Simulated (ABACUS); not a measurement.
**Mg: equation of state with PBE**

The system is Mg.

```
Mg
1.0
     3.20930    0.00000    0.00000
    -1.60465    2.77934    0.00000
     0.00000    0.00000    5.21030
Mg
2
Direct
  0.66667 0.33333 0.75000
  0.33333 0.66667 0.25000
```

```json
{
  "Program": "ABACUS 3.10.1",
  "Task": "equation of state",
  "Functional": "PBE",
  "Potentials or basis": "PseudoDojo NC SR 0.4.1 PBE standard",
  "Cutoff": "1361 eV",
  "Density cutoff": "5442 eV",
  "Basis": "DZP LCAO (the cutoffs set its grid)",
  "k mesh": "10 × 10 × 5",
  "Occupations": "fermi-dirac, width 0.05 eV",
  "Spin": "no spin polarisation",
  "Orbital files": "Mg Mg_confined-atom_8au_3s2p1d.orb",
  "Radial cutoff of the potentials (pseudo_rcut)": "10 bohr",
  "SCF threshold on the density": "1e-07",
  "Max SCF steps": "100",
  "Eigensolver": "genelpa",
  "Mixing": "broyden",
  "Mixing share": "0.7",
  "Symmetry key": "1",
  "Bands": "14"
}
```

```json
{"Equilibrium volume": "23.19 Å³/atom", "Bulk modulus at fixed shape and positions": "38 GPa", "Pressure derivative of the bulk modulus": "3.2 (rough: it moves with the points fitted)"}
```

Energy against volume, from the lowest point:
```
volume (Å³/atom)  energy (meV/atom)
          21.843              10.09
          22.308               4.19
          22.772               0.96
          23.237               0.00
          23.702               1.39
          24.167               4.66
          24.631               9.89
```

All runs of the series together: 22 s on 4 threads of AMD EPYC 7B13 (Zen 3) (shared host).

Caveat: the atomic orbitals were generated for these runs and aren't a published set; the cell was scaled at fixed shape and fractional positions, which overstates the stiffness of a crystal with free parameters, most of all of layers and chains; the basis of atomic orbitals isn't converged, which shifts pressures, moduli and gaps.
